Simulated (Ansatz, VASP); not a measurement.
# One calculation of Zn, two programs

File INCAR:

```
SYSTEM = Zn
PREC     = Accurate       ! precision mode
ENCUT    = 520            ! plane-wave cutoff, eV
EDIFF    = 1E-7           ! SCF threshold, eV
ISMEAR   = 1              ! smearing method
SIGMA    = 0.1            ! smearing width, eV
LREAL    = .False.        ! projectors in reciprocal space
LASPH    = .True.         ! aspherical terms in the spheres
NELM     = 80             ! most SCF steps
ALGO     = Normal         ! electronic algorithm
ISIF     = 2              ! what is computed and relaxed
LWAVE    = .False.        ! write WAVECAR
LCHARG   = .False.        ! write CHGCAR
GGA      = PE             ! functional
NBANDS   = 19             ! bands
```

File KPOINTS:

```
regular mesh
0
Gamma
  14 14 7
  0 0 0
```

File POSCAR:

```
Zn
1.0
    2.6556370042      0.0000000000      0.0000000000
   -1.3278185021      2.2998491089      0.0000000000
    0.0000000000      0.0000000000      4.9624616040
Zn
2
Direct
    0.3333333333      0.6666666667      0.2500000000
    0.6666666667      0.3333333333      0.7500000000
```

Input for Ansatz:

```yaml
crystal:
  lattice:
    - [2.6556370042, 0.0, 0.0]
    - [-1.3278185021, 2.2998491089, 0.0]
    - [0.0, 0.0, 4.962461604]
  atoms:
    - { symbol: Zn, position: [0.3333333333, 0.6666666667, 0.25] }
    - { symbol: Zn, position: [0.6666666667, 0.3333333333, 0.75] }
hamiltonian:
  xc: pbe
  pseudopotentials:
    kind: paw
    azcp:
      Zn: "pseudopotentials/Zn.paw.azcp"
basis:
  ecutwfc: 420
  fft_grid_basis: typed
kpoints:
  mp_grid: { grid: [14, 14, 7], shift: [0, 0, 0] }
magnetization:
  spin_polarized: false
scf:
  occupations: { method: methfessel_paxton, width: 0.1 }
  lower_state_search: "off"
output:
  stress: true
  write_density: true
  write_potential: true
  elf: true
  volumetric_format: npy
```

Alike in both runs: task single point; functional PBE; k mesh 14 × 14 × 7; occupations methfessel-paxton of order 1, width 0.1 eV; no spin polarisation.

|  | VASP | Ansatz |
| --- | --- | --- |
| version | VASP 6.6.1 | Ansatz 0.2.0 |
| potentials or method | VASP PAW PBE potentials, release 64 (Zn) | plane waves (420 eV) with PAW, scalar-relativistic |
| plane-wave cutoff (eV) | 520 | 420 |
| valence electrons in the cell | 24 | 24 |

Ansatz gave:

- pressure (GPa): 0.1
- largest component of the traceless stress (GPa): 1.27

Q: Which values does VASP return?

A: Pressure (GPa): 0.4; largest component of the traceless stress (GPa): 1.44.
